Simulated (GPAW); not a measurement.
**CO2 in GPAW: the effect of volume scale**

The system is CO2.

```
O C
1.0
     5.50527    0.00000    0.00000
     0.00000    5.50527    0.00000
     0.00000    0.00000    5.50527
O C
8 4
Direct
  0.16700 0.33300 0.66700
  0.33300 0.66700 0.16700
  0.66700 0.16700 0.33300
  0.83300 0.83300 0.83300
  0.83300 0.66700 0.33300
  0.66700 0.33300 0.83300
  0.33300 0.83300 0.66700
  0.16700 0.16700 0.16700
  0.00000 0.50000 0.50000
  0.50000 0.50000 0.00000
  0.50000 0.00000 0.50000
  0.00000 0.00000 0.00000
```

Alike in all runs:

- Program: GPAW 26.7.0
- Task: dielectric tensor
- Functional: PBE
- Potentials or basis: GPAW PAW data sets (gpaw-data 1.2.1)
- Cutoff: 600 eV
- Basis: pw
- k mesh: 3 × 3 × 3
- Occupations: fermi-dirac, width 0.001 eV
- Spin: no spin polarisation

```tsv
volume scale	gap on the mesh (eV)	dielectric constant (mean)
0.94	1.47	4.71
0.96	1.41	4.72
0.98	1.34	4.74
1	1.27	4.76
1.02	?	?
1.04	1.15	4.80
1.06	1.09	4.83
```

Question: What does the run with volume scale 1.02 give?

Answer: gap on the mesh 1.21 eV; dielectric constant 4.78 mean.

Worked out: A straight line through the other rows of the gap on the mesh, of slope -3.19 eV per unit of volume scale, gives 1.21 eV, against the run's 1.21. A straight line through the other rows of the dielectric constant, of slope 1.01  per unit of volume scale, gives 4.78 , against the run's 4.78.

Caveats: the long-wavelength limit can be off by a per cent or two; an odd mesh through Γ misses points on the zone boundary, where band edges often lie.
